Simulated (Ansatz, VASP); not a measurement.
## Cs: VASP beside Ansatz

The input INCAR:

```
  ALGO = Normal
  EDIFF = 1E-6
  ENCUT = 520
  GGA = PE
  ISIF = 2
  ISMEAR = 0
  LASPH = T
  LCHARG = F
  LREAL = F
  LWAVE = F
  NBANDS = 10
  NELM = 100
  PREC = Accurate
  SIGMA = 0.1
```

KPOINTS

```
k-points
0
Gamma
  4 4 4
```

Contents of POSCAR:

```
Cs
1.0
    0.0000000000      3.9483357400      3.9483357400
    3.9483357400      0.0000000000      3.9483357400
    3.9483357400      3.9483357400      0.0000000000
Cs
1
Direct
    0.0000000000      0.0000000000      0.0000000000
```

Input for Ansatz:

```yaml
crystal:
  lattice:
    - [0.0, 3.94833574, 3.94833574]
    - [3.94833574, 0.0, 3.94833574]
    - [3.94833574, 3.94833574, 0.0]
  atoms:
    - { symbol: Cs, position: [0.0, 0.0, 0.0] }
basis:
  ecutwfc: 420
kpoints:
  mp_grid: { grid: [4, 4, 4] }
hamiltonian:
  xc: pbe
scf:
  occupations: { method: gaussian, width: 0.1 }
output:
  forces: true
  stress: true
  eigenvalues: true
```

This isn't the form of Cs at room conditions, which is bcc.

Alike in both runs: task single point; functional PBE; k mesh 4 × 4 × 4; occupations gaussian, width 0.1 eV; no spin polarisation.

```csv
,VASP,Ansatz
version,VASP 6.6.1,Ansatz 0.2.0
potentials or method,"VASP PAW PBE potentials, release 64 (Cs_sv)","scalar-relativistic, plane waves, PAW"
plane-wave cutoff (eV),520,420
valence electrons in the cell,9,9
```

|  | VASP | Ansatz | Ansatz less VASP |
| --- | --- | --- | --- |
| gap on the k mesh at the Fermi level (eV) | none | none | - |
| pressure (GPa) | -0.1 | -0.1 | +0.01 |

A gap of «none» marks a metal or a gap that the smearing closes. With one functional, cell and mesh, what is left measures potentials, basis and numerics.

The runs have no spin-orbit coupling, so splittings on Cs are missing.
